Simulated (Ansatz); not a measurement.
**Sr under pressure: fit and missing row**

Sr, P6_3/mmc, a = 4.263 Å, c = 13.977 Å. This isn't the element's structure at ambient conditions. Ansatz: PBE, PAW, 420 eV, Γ-centred 12×12×4 mesh on 4 atoms, Gaussian smearing 0.10 eV; no spin polarisation. Cell and atoms are relaxed at each pressure, and no other structure is tried, so the rows at high pressure may lie past a change of phase.

| V (Å³/atom) | P (GPa) |
| --- | --- |
| 15.143 | 89.98 |
| 19.437 | 50.00 |
| 26.192 | 25.01 |
| 33.755 | 12.00 |
| 43.385 | 4.04 |
| 50.858 | 1.04 |
| 54.985 | 0.01 |
| 60.464 | ? |

Q: Take V0 = 54.985 Å³/atom, count pressures from its P0 = 0.01 GPa, fit the third-order Birch–Murnaghan form to the other rows, and predict the missing pressure.

A: With the Eulerian strain f = ½[(V0/V)^(2/3) − 1] and y = (P − P0)/[3f(1 + 2f)^(5/2)], the form is the line y = B0 + 1.5 B0 (B0′ − 4) f. Rows (f, y): 0.68120, 5.13; 0.50011, 5.89; 0.31976, 7.57; 0.19221, 9.22; 0.08556, 10.58; 0.02670, 11.29. Means f = 0.3009, y = 8.2800; Σ(Δf)² = 0.3180, ΣΔfΔy = -3.110; the slope is their ratio. y = 11.22 − 9.779 f GPa, so B0 = 11.2 GPa and B0′ = 4 + 2 × (-9.779)/(3 × 11.22) = 3.42. At V = 60.464, f = -0.03068, y = 11.520 and P = -0.90 GPa. The run gave -0.95 GPa, so the fit is 0.05 GPa too high, within the rms miss on the fitted rows (4.44 GPa): the form describes this series only roughly.

The mesh isn't the same in all rows (12×12×4, 18×18×6).